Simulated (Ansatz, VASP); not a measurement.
## Rh in VASP and in Ansatz

```
Rh
1.0
     4.88570    0.00000    0.00000
     0.00000    4.88570    0.00000
     0.00000    0.00000    4.88570
Rh
8
Cartesian
  0.0000 4.8857 4.8857
  2.4428 2.4428 2.4428
  1.2214 4.8857 2.4428
  3.6643 0.0000 2.4428
  2.4428 1.2214 4.8857
  2.4428 3.6643 4.8857
  4.8857 2.4428 1.2214
  4.8857 2.4428 3.6643
```

Alike in both runs: functional PBE; k mesh 6 × 6 × 6; occupations fermi-dirac, width 0.1 eV; no spin polarisation.

Ansatz relaxed the structure, and its values are those at the end. VASP's run is a single point on that final structure, the one shown.

|  | VASP | Ansatz |
| --- | --- | --- |
| version | VASP 6.6.1 | Ansatz 0.2.0 |
| potentials or method | VASP PAW PBE potentials, release 64 (Rh_pv) | plane waves (420 eV) with PAW, scalar-relativistic |
| plane-wave cutoff (eV) | 520 | 420 |
| valence electrons in the cell | 120 | 136 |

```csv
,VASP,Ansatz,Ansatz less VASP
pressure (GPa),0.0,0.0,-0.03
```

The functional is the same, so the differences come from potentials, cutoffs and numerics. The two sets of potentials don't hold the same shells in valence.
